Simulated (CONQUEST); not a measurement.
Runs of CONQUEST 1.3 on SnSe2. It takes space group P-3m1 (No. 164, trigonal). The conventional cell has a = 3.811 Å, b = 3.811 Å, c = 6.136 Å, α = 90.00°, β = 90.00°, γ = 120.00°. Sn (site symmetry -3m) has 6 Se at 2.68 Å as nearest neighbours. Se (site symmetry 3m) is surrounded by 3 Sn at 2.68 Å. 

| task | level | potentials or basis | spin | fixed moment (μB) | cell | smearing | gap on the mesh (eV) | pressure (GPa) | moment (μB) | largest force (eV/Å) |
| --- | --- | --- | --- | --- | --- | --- | --- | --- | --- | --- |
| single point | BLYP | PseudoDojo NC PBEsol, DZP, grid cutoff 100 Ha | off | - | as given | methfessel-paxton of order 1 0.05 eV | (b) | (a) | - | 1.17 |
| single point | SOGGA | PseudoDojo NC LDA, SZ, grid cutoff 120 Ha | off | - | edges of the box strained at random at fixed volume | fermi-dirac 0.1 eV | 1.01 | 13.3 | - | 2.27 |
| single point | LDA | PseudoDojo NC LDA, SZ, grid cutoff 80 Ha | collinear, ferromagnetic start | 1 | as given | fermi-dirac 0.1 eV | - | 13.2 | 1.00 | 2.63 |
| band structure | LDA | PseudoDojo NC LDA, SZ, grid cutoff 80 Ha | collinear, ferromagnetic start | 1 | as given | fermi-dirac 0.1 eV | - | - | 1.00 | - |

Alike in all rows: k mesh 5 × 3 × 3.

Question: Estimate the missing entries.

Answer: (a) 10.5; (b) 0.67.

Caveats: the basis of atomic orbitals isn't converged, which shifts pressures, moduli and gaps; the atomic basis is small (some runs); the potentials were made for another functional, which shifts forces and pressure (some runs); spin-orbit coupling is left out, which moves the levels of the heavy elements (some runs); an odd mesh through Γ misses points on the zone boundary, where band edges often lie (some runs); the total moment is fixed, so each spin has its own Fermi level (some runs); this functional lacks dispersion, which binds the layers, so the pressure and a relaxed spacing across them are unreliable (some runs).

A k mesh can miss the band edges, and the runs leave out spin-orbit coupling on Se, Sn.
